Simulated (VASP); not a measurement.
Here is the system:

```xyz
6
Lattice="3.5875 0.0000 0.0000 0.0000 3.5875 0.0000 0.0000 0.0000 5.1794" Properties=species:S:1:pos:R:3 pbc="T T T"
Zr     0.0000     0.0000     0.0000
Zr     1.7937     1.7937     2.5897
O      3.5875     1.7937     1.5433
O      0.0000     1.7937     4.1330
O      1.7937     0.0000     1.0464
O      1.7937     0.0000     3.6361
```

Computed with PBEsol GGA, VASP's PBE PAW potentials (set 64) (plane waves; VASP). Numerical set-up: 520 eV cut-off, 6×6×5 Γ-centred mesh, Gaussian smearing of 0.010 eV, potentials Zr_sv O.

Question: Give the electronic dielectric tensor ε∞ (DFPT, local fields included).

Answer: 
```
5.80  0.00  0.00
0.00  5.80  0.00
0.00  0.00  5.19
```

Question: Give the Born effective charges.

Answer: 
```tsv
atom	Z*xx	Z*yy	Z*zz	mean
Zr1	5.76	5.76	4.97	5.50
Zr2	5.76	5.76	4.97	5.50
O3	-3.63	-2.13	-2.49	-2.75
O4	-2.13	-3.63	-2.49	-2.75
O5	-3.63	-2.13	-2.49	-2.75
O6	-2.13	-3.63	-2.49	-2.75
```

The structure comes from a computed database's ZrO2 entry (P4_2/nmc); how it stands against other phases isn't given here. It was relaxed first.
